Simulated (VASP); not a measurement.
# Sn: molecular dynamics with the cell free or held by constraints

Sn, I4_1/amd (no. 141), 8 atoms in the cell. PBE, constrained or biased molecular dynamics; PAW potentials Sn (PBE set).

| Held coordinates | Spread of the volume (Å³) | Time (s) |
|---|---|---|
| none | 0.65 | 76 |
| volume held, shape free | 0.00 | 74 |
| angles held, lengths free | 2.38 | 82 |

Limits: each run has its own random start, so only a spread that vanishes tells of a constraint; the run is only 0.12 ps long, so its averages are rough.

## Input of the first row

INCAR:
```
SYSTEM = Sn
PREC     = Normal         ! precision mode
EDIFF    = 1E-5           ! SCF threshold, eV
LREAL    = .FALSE.        ! projectors in reciprocal space
ALGO     = Normal         ! electronic algorithm
NELMIN   = 4            
ISYM     = 0            
LWAVE    = .FALSE.        ! write WAVECAR
LCHARG   = .FALSE.        ! write CHGCAR
IBRION   = 0              ! ionic algorithm
ISIF     = 3              ! what is computed and relaxed
TEBEG    = 300          
POTIM    = 2.0            ! step
RANDOM_SEED= 206274 0 0   
ENCUT    = 240            ! plane-wave cutoff, eV
ISMEAR   = 1              ! smearing method
SIGMA    = 0.2            ! smearing width, eV
MDALGO   = 3            
LANGEVIN_GAMMA= 10           
LANGEVIN_GAMMA_L= 10           
PMASS    = 1000         
NSW      = 60             ! ionic steps
```

KPOINTS:
```
k-points
0
Gamma
  3 3 3
```

POSCAR:
```
Sn
1.0
    5.8802809106      0.0000000000      0.0000000000
    0.0000000000      5.8802809106      0.0000000000
    0.0000000000      0.0000000000      6.3972079556
Sn
8
Direct
    0.0000000000      0.0000000000      0.0000000000
    0.0000000000      0.0000000000      0.5000000000
    0.0000000000      0.5000000000      0.1250000000
    0.0000000000      0.5000000000      0.6250000000
    0.5000000000      0.5000000000      0.2500000000
    0.5000000000      0.5000000000      0.7500000000
    0.5000000000      0.0000000000      0.3750000000
    0.5000000000      0.0000000000      0.8750000000
```

Commands:
```
cat potpaw_PBE.64/Sn/POTCAR > POTCAR
mpirun -np 4 vasp_std > vasp.out
```

ICONST of row 3:
```
LA 1 2 0
LA 1 3 0
LA 2 3 0
```

VASP 6.6.1 took 76 s on 4 cores (AMD EPYC 9R45 (Zen 5)), a shared host.
